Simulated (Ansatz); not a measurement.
# Rh: pressure against volume

An exercise on one series of results from a longer session: the logs are not shown, and one member is left open.

Method: DFT LDA, scalar-relativistic, in Ansatz 0.2.0.

1 further run of the same task is left out (set aside as unsound or not needed).

## The system as given

Symmetry: Fm-3m, No. 225, cubic system. The conventional cell has a = 3.806 Å, b = 3.806 Å, c = 3.806 Å, α = 90.00°, β = 90.00°, γ = 90.00°. Around Rh (site symmetry m-3m) lie 12 Rh at 2.69 Å.

Structure file:

```cif
data_structure
_symmetry_space_group_name_H-M 'Fm-3m'
_symmetry_Int_Tables_number 225
_cell_length_a 3.8060
_cell_length_b 3.8060
_cell_length_c 3.8060
_cell_angle_alpha 90.000
_cell_angle_beta 90.000
_cell_angle_gamma 90.000
_cell_volume 55.13
loop_
_atom_site_label
_atom_site_type_symbol
_atom_site_symmetry_multiplicity
_atom_site_Wyckoff_symbol
_atom_site_fract_x
_atom_site_fract_y
_atom_site_fract_z
_atom_site_occupancy
Rh1 Rh 4 a 0.00000 0.00000 0.00000 1
```

The file gives the conventional cell by its symmetry; the runs use the cell typed in the input.

Structure from a Materials Project entry, not relaxed further.

The first run:

input.yaml

```yaml
crystal:
  lattice:
    - [0.0, 1.8644691979, 1.8644691979]
    - [1.8644691979, 0.0, 1.8644691979]
    - [1.8644691979, 1.8644691979, 0.0]
  atoms:
    - { symbol: Rh, position: [0.0, 0.0, 0.0] }
kpoints:
  mp_grid: { grid: [18, 18, 18] }
scf:
  occupations: { method: fermi_dirac, width: 0.05 }
hamiltonian:
  xc: lda
  pseudopotentials: { kind: all_electron, lapw: { basis_error: 0.0005 } }
output:
  forces: true
  stress: true
  eigenvalues: true
```

Run with:

```console
$ ansatz run input.yaml --threads 1 --pin off --max-ram 2048MiB --backend cpu --events-out ev --progress --plain --runs-dir out
```

Steps of the session up to this table: Volume × 0.9405, LAPW; Volume × 0.9405, PAW; Volume × 0.9405, crystal datasets; Volume × 0.98, LAPW; Volume × 0.98, PAW; Volume × 1.02, LAPW; Volume × 1.02, PAW; Volume × 1.06, LAPW; Volume × 1.06, PAW; Volume × 1.06, crystal datasets.

One of the session's tables, all rows but one given; the rest of the session is left out.

```
          method  volume (Å³/atom)  pressure (GPa)
            LAPW            12.963            6.73
            LAPW            13.507           -6.34
            LAPW            13.783          -11.80
            LAPW            14.058          -16.61
            LAPW            14.610          -24.52
             PAW            12.963               ?
             PAW            13.507           -6.37
             PAW            13.783          -11.82
             PAW            14.058          -16.62
             PAW            14.610          -24.52
crystal datasets            12.963            6.73
crystal datasets            13.783          -11.80
crystal datasets            14.610          -24.52
```

Q: Estimate the row for PAW, 12.963 from the others.

As computed: pressure (GPa): 6.67. In the column «pressure (GPa)» it lies between LAPW, 13.507 (-6.34) and LAPW, 12.963 (6.73).

To keep in mind: Warnings in the runs' records: gradients without spin orbit, crystal datasets made, band levels unverified.
